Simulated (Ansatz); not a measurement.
Steps from a short run of molecular dynamics on a 2×2×2 supercell (16 atoms) of SrO (zincblende), relaxed with r2SCAN; forces from r2SCAN in Ansatz, 2×2×2 mesh, Fermi-Dirac smearing of 0.086 eV, a Nosé-Hoover thermostat at fixed volume, set at 1000 K. Spin polarisation is off, nuclei are classical, and the run is far too short for thermal averages. The structure comes from a prototype and may be hypothetical.

Cell vectors in Å:
```
0.0000 5.5846 5.5846
5.5846 0.0000 5.5846
5.5846 5.5846 0.0000
```

Problem. At 4 fs the positions in Å are
```
Sr  -0.021  -0.009   0.008
O    1.384   1.431   1.404
Sr   2.798   2.775  -0.015
O    4.137   4.182   1.368
Sr   2.816   0.008   2.789
O    4.211   1.417   4.185
Sr   5.595   2.800   2.772
O    6.983   4.139   4.210
Sr  -0.011   2.771   2.805
O    1.346   4.216   4.181
Sr   2.787   5.591   2.796
O    4.227   7.022   4.215
Sr   2.789   2.793   5.581
O    4.187   4.185   6.966
Sr   5.589   5.591   5.599
O    7.010   7.008   6.991
```
What are the forces, and how far does the free energy (smearing included) lie above that of step 0, with the atoms on their sites?

Solution. 4.4 meV an atom; forces in eV/Å:
```
Sr   0.036   0.203   0.016
O    0.094  -0.402   0.048
Sr  -0.189   0.033   0.158
O    0.206   0.113   0.246
Sr  -0.190  -0.058   0.075
O   -0.121  -0.080  -0.056
Sr  -0.118   0.066   0.097
O   -0.037   0.430  -0.250
Sr   0.089   0.321  -0.196
O    0.264  -0.080   0.063
Sr   0.035  -0.012   0.098
O   -0.134  -0.485  -0.102
Sr   0.041   0.148  -0.161
O   -0.064   0.087   0.058
Sr   0.170  -0.137  -0.037
O   -0.082  -0.147  -0.057
```

Problem. At 6 fs the positions in Å are
```
Sr  -0.031  -0.013   0.012
O    1.379   1.447   1.408
Sr   2.801   2.767  -0.022
O    4.112   4.179   1.354
Sr   2.828   0.013   2.787
O    4.221   1.428   4.183
Sr   5.599   2.804   2.762
O    6.985   4.115   4.220
Sr  -0.016   2.760   2.812
O    1.321   4.229   4.177
Sr   2.784   5.594   2.798
O    4.246   7.040   4.229
Sr   2.787   2.794   5.580
O    4.186   4.183   6.958
Sr   5.592   5.594   5.607
O    7.025   7.021   6.996
```
What are the forces, and how far does the free energy (smearing included) lie above that of step 0, with the atoms on their sites?

Solution. 9.6 meV an atom; forces in eV/Å:
```
Sr   0.050   0.302   0.022
O    0.142  -0.586   0.064
Sr  -0.288   0.043   0.243
O    0.304   0.175   0.364
Sr  -0.267  -0.078   0.103
O   -0.177  -0.117  -0.081
Sr  -0.174   0.096   0.150
O   -0.070   0.623  -0.365
Sr   0.143   0.493  -0.305
O    0.385  -0.116   0.081
Sr   0.041  -0.032   0.133
O   -0.193  -0.721  -0.126
Sr   0.069   0.216  -0.236
O   -0.092   0.128   0.085
Sr   0.247  -0.207  -0.054
O   -0.121  -0.218  -0.080
```

Problem. At 16 fs the positions in Å are
```
Sr  -0.083  -0.031   0.033
O    1.358   1.499   1.431
Sr   2.813   2.725  -0.057
O    4.002   4.173   1.305
Sr   2.884   0.033   2.779
O    4.266   1.474   4.169
Sr   5.623   2.823   2.713
O    6.986   4.028   4.253
Sr  -0.040   2.712   2.841
O    1.218   4.291   4.162
Sr   2.771   5.610   2.808
O    4.331   7.099   4.290
Sr   2.779   2.799   5.569
O    4.176   4.181   6.926
Sr   5.607   5.609   5.643
O    7.092   7.076   7.016
```
What are the forces, and how far does the free energy (smearing included) lie above that of step 0, with the atoms on their sites?

Solution. 48.2 meV an atom; forces in eV/Å:
```
Sr   0.112   0.728   0.019
O    0.342  -1.202   0.056
Sr  -0.769   0.084   0.654
O    0.668   0.403   0.770
Sr  -0.553  -0.131   0.178
O   -0.366  -0.252  -0.145
Sr  -0.407   0.224   0.434
O   -0.220   1.260  -0.755
Sr   0.461   1.295  -0.870
O    0.799  -0.288   0.078
Sr   0.015  -0.199   0.240
O   -0.439  -1.594  -0.064
Sr   0.244   0.483  -0.543
O   -0.157   0.236   0.202
Sr   0.559  -0.551  -0.118
O   -0.289  -0.496  -0.137
```

Problem. At 18 fs the positions in Å are
```
Sr  -0.093  -0.033   0.037
O    1.356   1.502   1.436
Sr   2.814   2.717  -0.063
O    3.984   4.174   1.301
Sr   2.895   0.037   2.777
O    4.273   1.481   4.166
Sr   5.627   2.828   2.704
O    6.985   4.019   4.255
Sr  -0.045   2.704   2.846
O    1.202   4.301   4.160
Sr   2.768   5.613   2.811
O    4.345   7.101   4.302
Sr   2.778   2.801   5.566
O    4.173   4.182   6.921
Sr   5.610   5.611   5.650
O    7.104   7.084   7.019
```
What are the forces, and how far does the free energy (smearing included) lie above that of step 0, with the atoms on their sites?

Solution. 54.9 meV an atom; forces in eV/Å:
```
Sr   0.130   0.793   0.008
O    0.364  -1.248   0.043
Sr  -0.851   0.110   0.719
O    0.703   0.408   0.796
Sr  -0.605  -0.139   0.186
O   -0.381  -0.264  -0.143
Sr  -0.443   0.243   0.489
O   -0.218   1.308  -0.781
Sr   0.515   1.408  -0.962
O    0.835  -0.323   0.069
Sr   0.010  -0.237   0.257
O   -0.481  -1.665  -0.047
Sr   0.277   0.521  -0.587
O   -0.151   0.230   0.222
Sr   0.610  -0.620  -0.126
O   -0.314  -0.525  -0.143
```

Problem. At 22 fs the positions in Å are
```
Sr  -0.114  -0.038   0.046
O    1.355   1.498   1.446
Sr   2.816   2.700  -0.074
O    3.953   4.180   1.297
Sr   2.916   0.044   2.775
O    4.284   1.495   4.157
Sr   5.634   2.837   2.686
O    6.982   4.009   4.252
Sr  -0.053   2.690   2.854
O    1.177   4.320   4.156
Sr   2.763   5.619   2.816
O    4.370   7.092   4.325
Sr   2.775   2.805   5.560
O    4.166   4.186   6.912
Sr   5.618   5.615   5.664
O    7.125   7.096   7.025
```
What are the forces, and how far does the free energy (smearing included) lie above that of step 0, with the atoms on their sites?

Solution. 64.4 meV an atom; forces in eV/Å:
```
Sr   0.182   0.900  -0.028
O    0.378  -1.258   0.010
Sr  -0.991   0.194   0.821
O    0.730   0.361   0.784
Sr  -0.710  -0.157   0.199
O   -0.387  -0.272  -0.122
Sr  -0.504   0.275   0.589
O   -0.166   1.320  -0.775
Sr   0.595   1.548  -1.092
O    0.856  -0.396   0.056
Sr   0.006  -0.307   0.294
O   -0.556  -1.668  -0.056
Sr   0.332   0.581  -0.651
O   -0.119   0.187   0.256
Sr   0.706  -0.760  -0.133
O   -0.352  -0.547  -0.153
```

Problem. At 26 fs the positions in Å are
```
Sr  -0.134  -0.041   0.054
O    1.357   1.482   1.457
Sr   2.816   2.684  -0.084
O    3.930   4.189   1.300
Sr   2.935   0.051   2.773
O    4.290   1.505   4.148
Sr   5.641   2.846   2.669
O    6.977   4.013   4.242
Sr  -0.060   2.678   2.861
O    1.160   4.335   4.152
Sr   2.758   5.624   2.821
O    4.390   7.067   4.347
Sr   2.773   2.810   5.552
O    4.158   4.192   6.906
Sr   5.628   5.617   5.678
O    7.143   7.102   7.029
```
What are the forces, and how far does the free energy (smearing included) lie above that of step 0, with the atoms on their sites?

Solution. 68.0 meV an atom; forces in eV/Å:
```
Sr   0.253   0.971  -0.084
O    0.346  -1.159  -0.028
Sr  -1.089   0.313   0.884
O    0.710   0.242   0.693
Sr  -0.823  -0.183   0.211
O   -0.359  -0.256  -0.079
Sr  -0.548   0.298   0.675
O   -0.053   1.230  -0.695
Sr   0.630   1.563  -1.135
O    0.812  -0.468   0.055
Sr   0.015  -0.368   0.339
O   -0.625  -1.477  -0.143
Sr   0.369   0.619  -0.681
O   -0.060   0.101   0.282
Sr   0.797  -0.905  -0.127
O   -0.375  -0.520  -0.167
```
